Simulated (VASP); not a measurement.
Write the native input for VASP 6.6.1 that does the following.

```
Task                   : electric field gradients
Functional             : LDA
Potentials or basis    : VASP PAW LDA potentials, release 64 (Li_sv)
Cutoff                 : 520 eV
k mesh                 : 16 × 16 × 9
Occupations            : fermi-dirac, width 0.05 eV
Spin                   : no spin polarisation
Dipole correction      : no
Further INCAR settings : ALGO = Normal; EDIFF = 1e-08; NBANDS = 10
```

The structure of Li lies in POSCAR:

```
Li
1.0
    3.0544211454      0.0000000000      0.0000000000
   -1.5272105727      2.6452063058      0.0000000000
    0.0000000000      0.0000000000      4.9952014092
Li
2
Direct
    0.3333333333      0.6666666667      0.2500000000
    0.6666666667      0.3333333333      0.7500000000
```

This isn't the form of Li at room conditions, which is bcc.

These files were run (other wordings do the same):

INCAR

```
ALGO     = Normal         # electronic algorithm
EDIFF    = 1E-8           # SCF threshold, eV
ENCUT    = 520            # plane-wave cutoff, eV
GGA      = CA             # functional
ISIF     = 2              # what is computed and relaxed
ISMEAR   = -1             # smearing method
LASPH    = T              # aspherical terms in the spheres
LCHARG   = F              # write CHGCAR
LEFG     = T            
LREAL    = F              # projectors in reciprocal space
LWAVE    = F              # write WAVECAR
NBANDS   = 10             # bands
NELM     = 100            # most SCF steps
PREC     = Accurate       # precision mode
SIGMA    = 0.05           # smearing width, eV
```

KPOINTS

```
k-points
0
Gamma
  16 16 9
```

Potentials or basis: VASP PAW LDA potentials, release 64 (Li_sv).

Launch:

```console
$ cat potpaw_LDA.64/Li_sv/POTCAR > POTCAR
$ mpirun -np 1 vasp_std > vasp.out
```

Results of the run:

| Property | Result |
| --- | --- |
| Band gap on the k mesh | none (metal or under the smearing width) |

Wall time 29 s on 1 thread of Intel(R) Xeon(R) Platinum 8488C (Sapphire Rapids), on a shared host, peak memory 0.16 GiB.
